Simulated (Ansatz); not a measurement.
A calculation with Ansatz 0.2.0 of HfC (native input, Cartesian positions):

Contents of input.yaml:

```yaml
crystal:
  lattice:
    - [-0.012205, 2.318763, 2.303986]
    - [2.302991, -0.055275, 2.347056]
    - [2.26695, 2.325791, -0.019233]
  atoms:
    - { symbol: Hf, position_ang: [2.278868, 2.2946395, 2.3159045] }
    - { symbol: C, position_ang: [0.0, 0.0, 0.0] }
hamiltonian:
  xc: r2scan
  pseudopotentials: { kind: paw_fr }
  dispersion: d3bjatm
magnetization:
  noncollinear: true
  spin_orbit: true
kpoints:
  mp_grid: { grid: [8, 7, 8] }
scf:
  occupations: { method: methfessel_paxton, width: 0.1 }
output:
  forces: true
  stress: true
  eigenvalues: true
  xc_energy_on_converged_density: [lda, pbe, pbesol, rpbe, revpbe, blyp]
```

Potentials or basis: Ansatz PAW.

Launch:

```console
$ ansatz run input.yaml --threads 1 --pin off --max-ram 2560MiB --backend cpu --events-out ev --progress --plain --runs-dir out
```

The cell isn't the ideal one: cell strained at random at fixed volume.

**Question.** Write the same calculation in another form: native input, structure typed inline.

**Answer.** As run:

Contents of input.yaml:

```yaml
crystal:
  lattice:
    - [-0.012205, 2.318763, 2.303986]
    - [2.302991, -0.055275, 2.347056]
    - [2.26695, 2.325791, -0.019233]
  atoms:
    - { symbol: Hf, position: [0.5, 0.5, 0.5] }
    - { symbol: C, position: [0.0, 0.0, 0.0] }
hamiltonian:
  xc: r2scan
  pseudopotentials: { kind: paw_fr }
  dispersion: d3bjatm
magnetization:
  noncollinear: true
  spin_orbit: true
kpoints:
  mp_grid: { grid: [8, 7, 8] }
scf:
  occupations: { method: methfessel_paxton, width: 0.1 }
output:
  forces: true
  stress: true
  eigenvalues: true
  xc_energy_on_converged_density: [lda, pbe, pbesol, rpbe, revpbe, blyp]
  write_density: true
  write_potential: true
  elf: true
  volumetric_format: npy
```

Potentials or basis: Ansatz PAW.

Launch:

```bash
$ ansatz run input.yaml --threads 1 --pin off --max-ram 2560MiB --backend cpu --events-out ev --progress --plain --runs-dir out
```

Both were run:

|  | native input, Cartesian positions | native input, structure typed inline |
| --- | --- | --- |
| Pressure | -3.3 GPa | -3.3 GPa |
| Band gap on the k mesh | none (metal or under the smearing width) | none (metal or under the smearing width) |

Keys that steer only the numerical path or the files written may differ.

Caveat: pairwise dispersion overbinds metals, which lowers pressure and volume; the PAW data sets come from PBE, with cores solved anew for the run's functional, which leaves a small shift of forces and pressure.
